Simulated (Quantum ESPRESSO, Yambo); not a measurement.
# SiC (Moissanite): a self-consistent loop beyond G0W0, cycle by cycle, part 2 of 2

How far does self-consistency move the gap of SiC (Moissanite)?

Quantum ESPRESSO 7.5 and Yambo 5.3.0; PBE and many-body steps on it, plane waves. Known limits of the many-body steps: not at the basis limit; coarse k mesh.

So far. Step 4 (G0W0): The gap on the mesh goes from 2.02 eV to 2.61 eV, a correction of +0.59 eV. Step 5 (evGW0, cycle 1): Against G0W0 in Yambo (6×6×1 mesh, 207 bands, screening to 122.5 eV, Godby-Needs plasmon pole), the gap moves by +0.084 eV.

**6. evGW0, cycle 2**

Level of this step: evGW0 on PBE, plane waves, norm-conserving pseudopotentials (Yambo).

The corrected levels of the last cycle go back in.

gw4.in

```
HF_and_locXC
gw0
dyson
ppa
em1d
rim_cut
RandQpts= 1000000
RandGvec= 1 RL
EXXRLvcs= 74 Ry
VXCRLvcs= 296 Ry
Chimod= "HARTREE"
% BndsRnXp
 1 | 207 |
%
NGsBlkXp= 9 Ry
% LongDrXp
 1 | 1 | 1 |
%
% GbndRnge
 1 | 207 |
%
DysSolver= "n"
ExtendOut
PPAPntXp= 27.21138 eV
% QPkrange
 1 | 7 | 19 | 29 |
%
GfnQPdb= "E < ./gw3_fix/ndb.QP"
```

Launch:

```bash
$ OMP_NUM_THREADS=2 mpirun -n 8 yambo -F gw4.in -J gw4,gw1_W -C gw4 > gw4.log
```

Log:

```text
 Yambo, version 5.3.0

 [02] CORE Variables Setup
 =========================

  [... cell, symmetries and grids as in the set-up ...]

  [02.05] Energies & Occupations
  ==============================

  [X] === General ===
  [X] Electronic Temperature                        :  0.000000  0.000000 [eV K]
  [X] Bosonic    Temperature                        :  0.000000  0.000000 [eV K]
  [X] Finite Temperature mode                       : no
  [X] El. density                                   :  0.38604E+24 [cm-3]
[...]
Sx RL components                                 :   8953

   QP @ state[ 1 ] K range                          :   1   7
   QP @ state[ 1 ] b range                          :  19  29
   GF energies kind                                 : Perdew, Burke & Ernzerhof(X)+Perdew, Burke & Ernzerhof(C)+ E < ./gw2/ndb.QP + @E Fit+ E < ./gw3_fix/
   GF WF`s kind                                     : Perdew, Burke & Ernzerhof(X)+Perdew, Burke & Ernzerhof(C)
   Xs energies kind                                 : Perdew, Burke & Ernzerhof(X)+Perdew, Burke & Ernzerhof(C)
   Xs WF`s kind                                     : Perdew, Burke & Ernzerhof(X)+Perdew, Burke & Ernzerhof(C)

 [13] Game Over & Game summary
```

Run time: 4.1 min. Hardware: 8 MPI ranks of Arm Neoverse V2, shared host; peak memory 4.9 GiB; 59 min of CPU time.

Numbers from this step:

```
quasiparticle gap on the mesh                         : 2.701 eV
gap of the density functional on the mesh             : 2.017 eV
k of the valence top                                  : 0, 0, 0
k of the conduction bottom                            : 0, -0.5, 0
least direct quasiparticle gap on the computed points : 3.995 eV
```

Against the cycle before, the gap moves by +0.012 eV.

The program's own table gives 2.814 eV, which is too large where the input levels are shifted: this version takes Σc at the unshifted level E₀, yet steps from the shifted one. The value above is the Newton step from E₀, E₀ + Z(Σc + Σx − Vxc), rebuilt from the printed columns.

**7. evGW0, cycle 3**

gw5.in, as its differences from gw4.in of step 6:

```diff
@@ -27,2 +27,2 @@
 %
-GfnQPdb= "E < ./gw3_fix/ndb.QP"
+GfnQPdb= "E < ./gw4_fix/ndb.QP"
```

Launch:

```bash
$ OMP_NUM_THREADS=2 mpirun -n 8 yambo -F gw5.in -J gw5,gw1_W -C gw5 > gw5.log
```

Log:

```text
 Yambo, version 5.3.0

 [02] CORE Variables Setup
 =========================

  [... cell, symmetries and grids as in the set-up ...]

  [02.05] Energies & Occupations
  ==============================

  [X] === General ===
  [X] Electronic Temperature                        :  0.000000  0.000000 [eV K]
  [X] Bosonic    Temperature                        :  0.000000  0.000000 [eV K]
  [X] Finite Temperature mode                       : no
  [X] El. density                                   :  0.38604E+24 [cm-3]
[...]
Sx RL components                                 :   8953

   QP @ state[ 1 ] K range                          :   1   7
   QP @ state[ 1 ] b range                          :  19  29
   GF energies kind                                 : Perdew, Burke & Ernzerhof(X)+Perdew, Burke & Ernzerhof(C)+ E < ./gw2/ndb.QP + @E Fit+ E < ./gw3_fix/
   GF WF`s kind                                     : Perdew, Burke & Ernzerhof(X)+Perdew, Burke & Ernzerhof(C)
   Xs energies kind                                 : Perdew, Burke & Ernzerhof(X)+Perdew, Burke & Ernzerhof(C)
   Xs WF`s kind                                     : Perdew, Burke & Ernzerhof(X)+Perdew, Burke & Ernzerhof(C)

 [13] Game Over & Game summary
```

Elapsed: 4.1 min, on 8 MPI ranks; peak memory 4.9 GiB.

This step gave:

| Item | Value |
| --- | --- |
| quasiparticle gap on the mesh | 2.703 eV |
| gap of the density functional on the mesh | 2.017 eV |
| k of the valence top | 0, 0, 0 |
| k of the conduction bottom | 0, -0.5, 0 |
| least direct quasiparticle gap on the computed points | 3.998 eV |

Against the cycle before, the gap moves by +0.002 eV.

The program's own table gives 2.818 eV, which is too large where the input levels are shifted: this version takes Σc at the unshifted level E₀, yet steps from the shifted one. The value above is the Newton step from E₀, E₀ + Z(Σc + Σx − Vxc), rebuilt from the printed columns.

**8. evGW, cycle 1**

This step: evGW on PBE, plane waves, norm-conserving pseudopotentials.

gw6.in, as its differences from gw5.in of step 7:

```diff
@@ -27,2 +27,3 @@
 %
-GfnQPdb= "E < ./gw4_fix/ndb.QP"
+GfnQPdb= "E < ./gw2/ndb.QP"
+XfnQPdb= "E < ./gw2/ndb.QP"
```

Launch:

```bash
$ OMP_NUM_THREADS=2 mpirun -n 8 yambo -F gw6.in -J gw6 -C gw6 > gw6.log
```

Log:

```text
 Yambo, version 5.3.0

 [02] CORE Variables Setup
 =========================

  [... cell, symmetries and grids as in the set-up ...]

  [02.05] Energies & Occupations
  ==============================

  [X] === General ===
  [X] Electronic Temperature                        :  0.000000  0.000000 [eV K]
  [X] Bosonic    Temperature                        :  0.000000  0.000000 [eV K]
  [X] Finite Temperature mode                       : no
  [X] El. density                                   :  0.38604E+24 [cm-3]
[...]
Sx RL components                                 :   8953

   QP @ state[ 1 ] K range                          :   1   7
   QP @ state[ 1 ] b range                          :  19  29
   GF energies kind                                 : Perdew, Burke & Ernzerhof(X)+Perdew, Burke & Ernzerhof(C)+ E < ./gw2/ndb.QP + @E Fit
   GF WF`s kind                                     : Perdew, Burke & Ernzerhof(X)+Perdew, Burke & Ernzerhof(C)
   Xs energies kind                                 : Perdew, Burke & Ernzerhof(X)+Perdew, Burke & Ernzerhof(C)
   Xs WF`s kind                                     : Perdew, Burke & Ernzerhof(X)+Perdew, Burke & Ernzerhof(C)

 [15] Game Over & Game summary
```

Elapsed: 6 min, on 8 MPI ranks; peak memory 5 GiB.

Numbers from this step:

```
quasiparticle gap on the mesh                         : 2.827 eV
gap of the density functional on the mesh             : 2.017 eV
k of the valence top                                  : 0, 0, 0
k of the conduction bottom                            : 0, -0.5, 0
least direct quasiparticle gap on the computed points : 4.127 eV
```

Against G0W0 in Yambo (6×6×1 mesh, 207 bands, screening to 122.5 eV, Godby-Needs plasmon pole), the gap moves by +0.221 eV.

The program's own table gives 2.920 eV, which is too large where the input levels are shifted: this version takes Σc at the unshifted level E₀, yet steps from the shifted one. The value above is the Newton step from E₀, E₀ + Z(Σc + Σx − Vxc), rebuilt from the printed columns.

**9. evGW, cycle 2**

gw7.in, as its differences from gw6.in of step 8:

```diff
@@ -27,3 +27,3 @@
 %
-GfnQPdb= "E < ./gw2/ndb.QP"
-XfnQPdb= "E < ./gw2/ndb.QP"
+GfnQPdb= "E < ./gw6_fix/ndb.QP"
+XfnQPdb= "E < ./gw6_fix/ndb.QP"
```

Launch:

```bash
$ OMP_NUM_THREADS=2 mpirun -n 8 yambo -F gw7.in -J gw7 -C gw7 > gw7.log
```

Log:

```text
 Yambo, version 5.3.0

 [02] CORE Variables Setup
 =========================

  [... cell, symmetries and grids as in the set-up ...]

  [02.05] Energies & Occupations
  ==============================

  [X] === General ===
  [X] Electronic Temperature                        :  0.000000  0.000000 [eV K]
  [X] Bosonic    Temperature                        :  0.000000  0.000000 [eV K]
  [X] Finite Temperature mode                       : no
  [X] El. density                                   :  0.38604E+24 [cm-3]
[...]
Sx RL components                                 :   8953

   QP @ state[ 1 ] K range                          :   1   7
   QP @ state[ 1 ] b range                          :  19  29
   GF energies kind                                 : Perdew, Burke & Ernzerhof(X)+Perdew, Burke & Ernzerhof(C)+ E < ./gw2/ndb.QP + @E Fit+ E < ./gw6_fix/
   GF WF`s kind                                     : Perdew, Burke & Ernzerhof(X)+Perdew, Burke & Ernzerhof(C)
   Xs energies kind                                 : Perdew, Burke & Ernzerhof(X)+Perdew, Burke & Ernzerhof(C)
   Xs WF`s kind                                     : Perdew, Burke & Ernzerhof(X)+Perdew, Burke & Ernzerhof(C)

 [15] Game Over & Game summary
```

Wall time 6.5 min (8 MPI ranks); peak memory 5 GiB; 89 min of CPU time.

Numbers from this step:

* quasiparticle gap on the mesh: 2.893 eV
* gap of the density functional on the mesh: 2.017 eV
* k of the valence top: 0, 0, 0
* k of the conduction bottom: 0, -0.5, 0
* least direct quasiparticle gap on the computed points: 4.202 eV

Against the cycle before, the gap moves by +0.067 eV.

The program's own table gives 3.017 eV, which is too large where the input levels are shifted: this version takes Σc at the unshifted level E₀, yet steps from the shifted one. The value above is the Newton step from E₀, E₀ + Z(Σc + Σx − Vxc), rebuilt from the printed columns.

**10. evGW, cycle 3**

gw8.in, as its differences from gw7.in of step 9:

```diff
@@ -27,3 +27,3 @@
 %
-GfnQPdb= "E < ./gw6_fix/ndb.QP"
-XfnQPdb= "E < ./gw6_fix/ndb.QP"
+GfnQPdb= "E < ./gw7_fix/ndb.QP"
+XfnQPdb= "E < ./gw7_fix/ndb.QP"
```

Launch:

```bash
$ OMP_NUM_THREADS=2 mpirun -n 8 yambo -F gw8.in -J gw8 -C gw8 > gw8.log
```

Log:

```text
 Yambo, version 5.3.0

 [02] CORE Variables Setup
 =========================

  [... cell, symmetries and grids as in the set-up ...]

  [02.05] Energies & Occupations
  ==============================

  [X] === General ===
  [X] Electronic Temperature                        :  0.000000  0.000000 [eV K]
  [X] Bosonic    Temperature                        :  0.000000  0.000000 [eV K]
  [X] Finite Temperature mode                       : no
  [X] El. density                                   :  0.38604E+24 [cm-3]
[...]
Sx RL components                                 :   8953

   QP @ state[ 1 ] K range                          :   1   7
   QP @ state[ 1 ] b range                          :  19  29
   GF energies kind                                 : Perdew, Burke & Ernzerhof(X)+Perdew, Burke & Ernzerhof(C)+ E < ./gw2/ndb.QP + @E Fit+ E < ./gw6_fix/
   GF WF`s kind                                     : Perdew, Burke & Ernzerhof(X)+Perdew, Burke & Ernzerhof(C)
   Xs energies kind                                 : Perdew, Burke & Ernzerhof(X)+Perdew, Burke & Ernzerhof(C)
   Xs WF`s kind                                     : Perdew, Burke & Ernzerhof(X)+Perdew, Burke & Ernzerhof(C)

 [15] Game Over & Game summary
```

Elapsed: 6.5 min, on 8 MPI ranks; peak memory 5.1 GiB; 1.5 h of CPU time.

Numbers from this step:

- quasiparticle gap on the mesh: 2.913 eV
- gap of the density functional on the mesh: 2.017 eV
- k of the valence top: 0, 0, 0
- k of the conduction bottom: 0, -0.5, 0
- least direct quasiparticle gap on the computed points: 4.223 eV

Against the cycle before, the gap moves by +0.019 eV.

The program's own table gives 3.045 eV, which is too large where the input levels are shifted: this version takes Σc at the unshifted level E₀, yet steps from the shifted one. The value above is the Newton step from E₀, E₀ + Z(Σc + Σx − Vxc), rebuilt from the printed columns.

**11. evGW, cycle 4**

gw9.in, as its differences from gw8.in of step 10:

```diff
@@ -27,3 +27,3 @@
 %
-GfnQPdb= "E < ./gw7_fix/ndb.QP"
-XfnQPdb= "E < ./gw7_fix/ndb.QP"
+GfnQPdb= "E < ./gw8_fix/ndb.QP"
+XfnQPdb= "E < ./gw8_fix/ndb.QP"
```

Launch:

```bash
$ OMP_NUM_THREADS=2 mpirun -n 8 yambo -F gw9.in -J gw9 -C gw9 > gw9.log
```

Log:

```text
 Yambo, version 5.3.0

 [02] CORE Variables Setup
 =========================

  [... cell, symmetries and grids as in the set-up ...]

  [02.05] Energies & Occupations
  ==============================

  [X] === General ===
  [X] Electronic Temperature                        :  0.000000  0.000000 [eV K]
  [X] Bosonic    Temperature                        :  0.000000  0.000000 [eV K]
  [X] Finite Temperature mode                       : no
  [X] El. density                                   :  0.38604E+24 [cm-3]
[...]
Sx RL components                                 :   8953

   QP @ state[ 1 ] K range                          :   1   7
   QP @ state[ 1 ] b range                          :  19  29
   GF energies kind                                 : Perdew, Burke & Ernzerhof(X)+Perdew, Burke & Ernzerhof(C)+ E < ./gw2/ndb.QP + @E Fit+ E < ./gw6_fix/
   GF WF`s kind                                     : Perdew, Burke & Ernzerhof(X)+Perdew, Burke & Ernzerhof(C)
   Xs energies kind                                 : Perdew, Burke & Ernzerhof(X)+Perdew, Burke & Ernzerhof(C)
   Xs WF`s kind                                     : Perdew, Burke & Ernzerhof(X)+Perdew, Burke & Ernzerhof(C)

 [15] Game Over & Game summary
```

Run time: 6.6 min. Hardware: 8 MPI ranks; peak memory 5 GiB.

Numbers from this step:

```
quasiparticle gap on the mesh                         : 2.918 eV
gap of the density functional on the mesh             : 2.017 eV
k of the valence top                                  : 0, 0, 0
k of the conduction bottom                            : 0, -0.5, 0
least direct quasiparticle gap on the computed points : 4.229 eV
```

Against the cycle before, the gap moves by +0.005 eV.

The program's own table gives 3.053 eV, which is too large where the input levels are shifted: this version takes Σc at the unshifted level E₀, yet steps from the shifted one. The value above is the Newton step from E₀, E₀ + Z(Σc + Σx − Vxc), rebuilt from the printed columns.

**12. The runs together**

Times are wall times on 8 MPI ranks of Arm Neoverse V2, shared host, good to a factor of about two.

```csv
run,mesh,bands,screening cutoff (eV),DFT gap (eV),gap on the mesh (eV),direct (eV),time
G0W0,6×6×1,207,122.5,2.017,2.605,3.875,3.1 min
"evGW0, cycle 1",6×6×1,207,122.5,2.017,2.689,3.980,4.4 min
"evGW0, cycle 2",6×6×1,207,122.5,2.017,2.701,3.995,4.1 min
"evGW0, cycle 3",6×6×1,207,122.5,2.017,2.703,3.998,4.1 min
"evGW, cycle 1",6×6×1,207,122.5,2.017,2.827,4.127,6 min
"evGW, cycle 2",6×6×1,207,122.5,2.017,2.893,4.202,6.5 min
"evGW, cycle 3",6×6×1,207,122.5,2.017,2.913,4.223,6.5 min
"evGW, cycle 4",6×6×1,207,122.5,2.017,2.918,4.229,6.6 min
```

**13. Summary of results**

```yaml
g0w0: 2.605 eV
evgw0_cycle_1: 2.689 eV
evgw0_cycle_2: 2.701 eV
evgw0_cycle_3: 2.703 eV
evgw_cycle_1: 2.827 eV
evgw_cycle_2: 2.893 eV
evgw_cycle_3: 2.913 eV
evgw_cycle_4: 2.918 eV
known_limits: not at the basis limit; coarse k mesh
```

What this shows: evGW0 ends at 2.70 eV, +0.10 eV from G0W0, after 3 cycles that took 13 min beside the first screening; the last moved the gap by 0.002 eV. evGW ends at 2.92 eV, +0.31 eV from G0W0, after 4 cycles that took 26 min beside the first screening; the last moved the gap by 0.005 eV. Against experiment, by evGW, cycle 4: the gap of 2.92 eV lies −0.11 eV from the measured 3.03 eV (indirect, quoted 2018); the gap of 2.92 eV lies −0.08 eV from the measured 3 eV (optical, 2017); the gap of 2.92 eV lies −0.10 eV from the measured 3.02 eV (kind not stated, quoted 2020). An exciton line or allowed optical edge lies below the quasiparticle gap by the binding energy; a forbidden edge can push the onset above it. These are gaps on the mesh, at modest bands and cutoff. The calculation has static nuclei and no excitons; a measured gap holds zero-point and thermal motion, which mostly lowers it. Bands and cutoff are finite, so the gap is not at the basis limit. The miss can reach some tenths of an eV and take either sign; the mesh is an error of its own. The 6×6×1 mesh is coarse for this cell, which bears on the long-range parts of exchange and screening.

[Paths, hosts, dates, memory and timing lines, banners, echoed tables and standing remarks are left out of the program output.]

[Logs are printed without paths, hosts, clocks, repeated set-up lines and the standing remarks that a program may print on its own settings, such as how far it seeks lower states.]

[Runs of the session that timed out or met a known fault of the program may be left out.]

[Hosts, paths, dates, database ids (printed as entryN), source tags and the programs' standing remarks are cut or masked in the printed files.]
